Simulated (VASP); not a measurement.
Wanted: the native input for a VASP 6.6.1 run.

```
Task                   : single point
Functional             : PBE
Potentials or basis    : VASP PAW PBE potentials, release 64 (Cd, F)
Cutoff                 : 520 eV
k mesh                 : 9 × 9 × 9
Occupations            : fermi-dirac, width 0.05 eV
Spin                   : no spin polarisation
Further INCAR settings : ALGO = Normal; EDIFF = 1e-07; NBANDS = 16
```

The structure of CdF lies in POSCAR:

```
CdF
1.0
    0.0000000000      2.5312012400      2.5312012400
    2.5312012400      0.0000000000      2.5312012400
    2.5312012400      2.5312012400      0.0000000000
Cd F
1 1
Direct
    0.0000000000      0.0000000000      0.0000000000
    0.5000000000      0.5000000000      0.5000000000
```

The cell was built by a generator and needn't be a form met in nature.

The input as run:

INCAR

```
SYSTEM = CdF
PREC = Accurate ; ENCUT = 520
EDIFF = 1E-7 ; ISMEAR = -1
SIGMA = 0.05 ; LREAL = .False.
LASPH = .True. ; NELM = 80
ALGO = Normal ; ISIF = 2
LWAVE = .False. ; LCHARG = .False.
GGA = PE ; NBANDS = 16
```

KPOINTS

```
Automatic mesh
0
Gamma
  9 9 9
  0 0 0
```

Potentials or basis: VASP PAW PBE potentials, release 64 (Cd, F).

Launch:

```sh
$ cat potpaw_PBE.64/Cd/POTCAR potpaw_PBE.64/F/POTCAR > POTCAR
$ mpirun -np 1 vasp_std > vasp.out
```

It gave:

* Pressure: 4.6 GPa
* Band gap on the k mesh: none (metal or under the smearing width)

Caveat: an odd number of electrons without spin polarisation forces a metal; a magnetic or distorted state may lie lower.

It took 19 s on 1 thread of Intel(R) Xeon(R) Platinum 8488C (Sapphire Rapids) (shared host), peak memory 0.16 GiB.
